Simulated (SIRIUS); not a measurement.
Input of a SIRIUS 7.10.0 run:

File sirius.json:

```json
{
  "control": {
    "processing_unit": "cpu",
    "verbosity": 2,
    "num_bands_to_print": 13,
    "print_forces": true,
    "print_stress": true
  },
  "parameters": {
    "electronic_structure_method": "pseudopotential",
    "xc_functionals": ["XC_GGA_X_AM05", "XC_GGA_C_AM05"],
    "gk_cutoff": 8.4,
    "pw_cutoff": 16.8,
    "ngridk": [9, 9, 9],
    "shiftk": [0, 0, 0],
    "smearing": "fermi_dirac",
    "smearing_width": 0.0018374661,
    "num_bands": 13,
    "num_mag_dims": 0,
    "num_dft_iter": 100,
    "energy_tol": 1e-08,
    "density_tol": 1e-06
  },
  "iterative_solver": {
    "type": "davidson",
    "min_tolerance": 1e-09,
    "tolerance_scale": [0.1, 0.25]
  },
  "mixer": {
    "type": "anderson",
    "beta": 0.7,
    "max_history": 8
  },
  "settings": {
    "tol_ne": 1e-10,
    "pseudo_grid_cutoff": 6.5
  },
  "unit_cell": {
    "lattice_vectors": [
      [-0.48134884011, 0.48134884011, 0.732534359774],
      [0.48134884011, -0.48134884011, 0.732534359774],
      [0.48134884011, 0.48134884011, -0.732534359774]
    ],
    "lattice_vectors_scale": 6.3814283277,
    "atom_coordinate_units": "lattice",
    "atom_types": ["In"],
    "atom_files": {
      "In": "In.json"
    },
    "atoms": {
      "In": [
        [0.0, 0.0, 0.0]
      ]
    }
  }
}
```

Potentials or basis: PseudoDojo 0.4.1 PBE standard (scalar relativistic).

The run is started by

```bash
$ upf_to_json In.upf
$ OMP_NUM_THREADS=1 sirius.scf --input=sirius.json --output=out.json --task=0
```

(1) Predict the band gap on the k mesh.

(2) What does it give for the pressure?

## Answers

(1) none (metal or under the smearing width).

(2) -0.7 GPa.

Caveat: the potentials were made for another functional, which shifts forces and pressure.
